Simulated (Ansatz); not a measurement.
Ansatz input

```yaml
crystal:
  lattice:
    - [1.7463233831, 1.0082402753, 2.1478810688]
    - [-1.7463233831, 1.0082402753, 2.1478810688]
    - [0.0, -2.0164805507, 2.1478810688]
  atoms:
    - { symbol: Hg, position: [0.0, 1.0, 0.0] }
hamiltonian:
  xc: lda
  pseudopotentials:
    kind: paw
    azcp:
      Hg: "pseudopotentials/Hg.paw.azcp"
basis:
  ecutwfc: 420
  fft_grid_basis: typed
kpoints:
  mp_grid: { grid: [19, 19, 19], shift: [0, 0, 0] }
magnetization:
  spin_polarized: false
scf:
  occupations: { method: fermi_dirac, width: 0.1 }
```

Output

```
Warning: the record states the generating functional pbe (its physics header spells it `PBE`), which answers neither for hamiltonian.xc's functional nor for the lda family's — results may be inconsistent (PPs are generated against a specific XC)
Engine: ansatz 0.2.0, x86_64-unknown-linux-gnu
Pseudopotentials: kind: paw
Pseudopotential: Hg, paw, valence charge 20, recommended cutoff 420 eV (normal) 
Functional definition: SPW92
  exchange = slater_x
  correlation = pw_c
Crystal: 1 atoms, lattice volume = 22.691 Å³
Basis set: ecut = 420 eV, 433 PW (Γ)
Bands: 14, of which v1, the nominal top of the filled ones, is band 10 counted from 1 (9 counted from 0)
Symmetry: 12 space group operations
Space group: R-3m (ITA 166), of the structure as read, at distance tolerance 2.8e-5 Å
k-points: 670 of 6859
Non-local potential: Hg, projectors of the file, l = 0: 3, l = 1: 2, l = 2: 2, l = 3: 1
PAW form: soft (Blöchl's): semilocal exchange-correlation on the pseudo side does not see the compensation charge
PAW frozen core: Hg, regenerated for the run's functional, and the local potential with it (the file was generated under x = pbe(κ = 0.804, μ = 0.2195149727645171), c = pbe(β = 0.06672455060314922))
PAW one-centre angular grid: Hg, 590 points (default); XC on 64 Gauss nodes
Initial density: superposition of atomic densities (neutral atoms: chi_scale 0, normalization atom), corrected by the library's trained network
Initial wavefunctions: pseudopotential atomic-orbital guess
Functional: x = slater, c = lda
SCF iter   1: F=—  HF=-13522.438172 eV  |F-HF|=—  |Δ(HF+E_count)|=         —  Δρ=5.21e-3  dr2=3.78e-3  ethr=1.77e-3  ⟨swp⟩=4.9  Hψ=47357  notcnv=0
SCF iter   2: F=—  HF=-13522.437420 eV  |F-HF|=—  |Δ(HF+E_count)|=   7.53e-4  Δρ=2.52e-3  dr2=6.61e-4  ethr=1.89e-5  ⟨swp⟩=2.4  Hψ=18321  notcnv=0
SCF iter   3: F=—  HF=-13522.437204 eV  |F-HF|=—  |Δ(HF+E_count)|=   2.16e-4  Δρ=3.77e-4  dr2=1.04e-5  ethr=3.30e-6  ⟨swp⟩=2.1  Hψ=12520  notcnv=0
SCF iter   4: F=—  HF=-13522.437205 eV  |F-HF|=—  |Δ(HF+E_count)|=   8.79e-7  Δρ=4.21e-5  dr2=3.66e-7  ethr=5.18e-8  ⟨swp⟩=2.1  Hψ=13171  notcnv=0
iter 5 did not close the SCF: its close was put off for the readings that it lacked (scf_convergence_deferred on its scf_iter line)
SCF iter   5: F=-13522.437205 eV  HF=-13522.437205 eV  |F-HF|=1.52e-9  |Δ(HF+E_count)|=   4.78e-8  Δρ=3.54e-6  dr2=2.51e-9  ethr=1.83e-9  ⟨swp⟩=2.1  Hψ=13294  notcnv=0
SCF iter   6: F=-13522.437205 eV  HF=-13522.437205 eV  |F-HF|=1.27e-11  |Δ(HF+E_count)|=  6.80e-10  Δρ=3.74e-7  dr2=2.83e-11  ethr=1.26e-11  ⟨swp⟩=1.0  Hψ=27576  notcnv=0
SCF 1 converged in 6 iterations: F = -13522.437205 eV  dr2 = 2.83e-11
SCF converged after 6 iterations
Free energy (F): -13522.437205 eV
Harris-Foulkes:  -13522.437205 eV  (|F-HF|=1.27e-11)
Internal energy: -13522.428309 eV  (E = F + TS)
E sigma→0 (E₀):  -13522.432757 eV
Entropy (-TS):   -0.008896 eV (-8.896 meV/atom)
Fermi energy:    15.302614 eV
--- Per-component energies (eV) ---
  E_band       = -381.953170
  E_kinetic    = 605.159071
  E_local      = -2477.070004  (includes V_loc(G=0)·N_el)
  E_nonlocal   = 79.919844
  E_hartree    = 1060.425813
  E_xc         = -219.576975
  E_vxc        = -262.798831  (∫ρ·V_xc dr)
  E_paw        = -9655.190410  (= ΣΔE_a)
  E_vpaw       = -448.016083  (= ΣTr[D̂ρ^β])
  E_aug_tail   = 0.000857  (compensation charges beyond the density's cutoff)
  E_ewald      = -2916.672598
  E_core_change = 0.576093  (= ΣΔE_core)
  E_smearing   = -0.008896  (= −TS)
  E_closure    = 0.000000  (closes the sum)
  Σ components = -13522.437205   (vs F -13522.437205, Δ=0.00e0)
```
